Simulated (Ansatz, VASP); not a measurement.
**One calculation of CdTe, two programs**

```
CELL_PARAMETERS angstrom
0.00000 3.27996 3.27996
3.35539 0.00000 3.27996
3.35539 3.27996 0.00000
ATOMIC_POSITIONS crystal
Cd 0.00000 0.00000 0.00000
Te 0.25000 0.25000 0.25000
```

Change from the starting cell: uniaxial_x strain +2.3%.

Alike in both runs: task single point; functional r2SCAN; k mesh 6 × 6 × 6; no spin polarisation.

```csv
,VASP,Ansatz
version,VASP 6.6.1,Ansatz 0.2.0
potentials or method,"VASP PAW PBE potentials, release 64 (Cd, Te)","plane waves, PAW"
plane-wave cutoff (eV),520,500
occupations,"gaussian, width 0.01 eV",fixed
valence electrons in the cell,18,36
```

```csv
,VASP,Ansatz,Ansatz less VASP
gap on the k mesh at the Fermi level (eV),1.05,1.06,+0.009
pressure (GPa),-0.8,-0.9,-0.09
largest component of the traceless stress (GPa),0.28,0.28,0.000
```

The two sets of potentials don't hold the same shells in valence.

Caveats: the PAW data sets were made with another functional, which shifts forces and pressure a little (VASP); spin-orbit coupling is left out, which moves the levels of the heavy elements.
